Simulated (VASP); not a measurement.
# ZnS: relaxation of cell and atoms with PBE

Crystal: ZnS.

```xyz
2
Lattice="0.0000 2.7235 2.7235 2.7235 0.0000 2.7235 2.7235 2.7235 0.0000" Properties=species:S:1:pos:R:3 pbc="T T T"
Zn    1.3618    1.3618    1.3618
S     0.0000    0.0000    0.0000
```

```json
{
 "Program": "VASP 6.6.1",
 "Task": "relaxation of cell and atoms",
 "Functional": "PBE",
 "Potentials or basis": "VASP PAW PBE potentials, release 64 (Zn, S)",
 "Cutoff": "600 eV",
 "k mesh": "10 × 10 × 10",
 "Occupations": "gaussian, width 0.03 eV",
 "Spin": "no spin polarisation",
 "Further INCAR settings": "ALGO = Normal; EDIFF = 1e-07; IBRION = 2; EDIFFG = -0.005; NSW = 90; ISIF = 3"
}
```

| Property | Result |
| --- | --- |
| Pressure after relaxing | 0.0 GPa |
| Band gap on the k mesh | 2.01 eV, direct |

Final structure:
```
CELL_PARAMETERS angstrom
0.00000 2.72352 2.72352
2.72352 0.00000 2.72352
2.72352 2.72352 0.00000
ATOMIC_POSITIONS crystal
Zn 0.25000 0.25000 0.25000
S 0.00000 0.00000 0.00000
```

Levels at points of the mesh, in eV from the valence-band top:
```tsv
k point	band 6	band 7	band 8	band 9	band 10	band 11	band 12	band 13
(0.00, 0.00, 0.00)	-5.78	0.00	0.00	0.00	2.01	6.41	6.41	6.41
(0.50, 0.00, 0.00)	-5.58	-5.14	-0.83	-0.83	3.26	6.94	6.94	8.79
(0.50, 0.50, 0.00)	-5.57	-4.47	-2.13	-2.13	3.46	4.07	10.81	11.81
```

Run time: 13 s on 1 thread of Intel(R) Xeon(R) 6975P-C (Granite Rapids) (shared host), peak memory 0.18 GiB.

Caveat: the relaxation stopped at its first step, so nothing moved. Expect the measured gap to be larger: semilocal functionals such as PBE lack the derivative discontinuity.
